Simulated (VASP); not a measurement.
Input of a VASP 6.6.1 run:

File INCAR:

```
PREC = Accurate
ENCUT = 520
EDIFF = 1E-6
ISMEAR = 0
SIGMA = 0.05
LREAL = False
LASPH = True
NELM = 60
ALGO = Normal
ISIF = 2
LWAVE = False
LCHARG = False
GGA = PS
NBANDS = 12
```

KPOINTS

```
regular mesh
0
Gamma
  10 10 10
```

POSCAR

```
LiF
1.0
    0.0000000000      2.0140000000      2.0140000000
    2.0140000000      0.0000000000      2.0140000000
    2.0140000000      2.0140000000      0.0000000000
Li F
1 1
Direct
   -0.0219434825      0.0000000000      0.0000000000
    0.5000000000      0.5000000000      0.5000000000
```

Potentials or basis: VASP PAW PBE potentials, release 64 (Li_sv, F).

Launch:

```console
$ cat potpaw_PBE.64/Li_sv/POTCAR potpaw_PBE.64/F/POTCAR > POTCAR
$ mpirun -np 1 vasp_std > vasp.out
```

Problem. Estimate the band gap on the k mesh.

Solution. 8.91 eV, direct.

Problem. Estimate the largest force.

Solution. 0.105 eV/Å.

Forces on the atoms (eV/Å):
```
Li   0.000  0.075  0.075
F    0.000 -0.075 -0.075
```

Caveat: the PAW data sets were made with another functional, which shifts forces and pressure a little. A k mesh can miss the band edges.
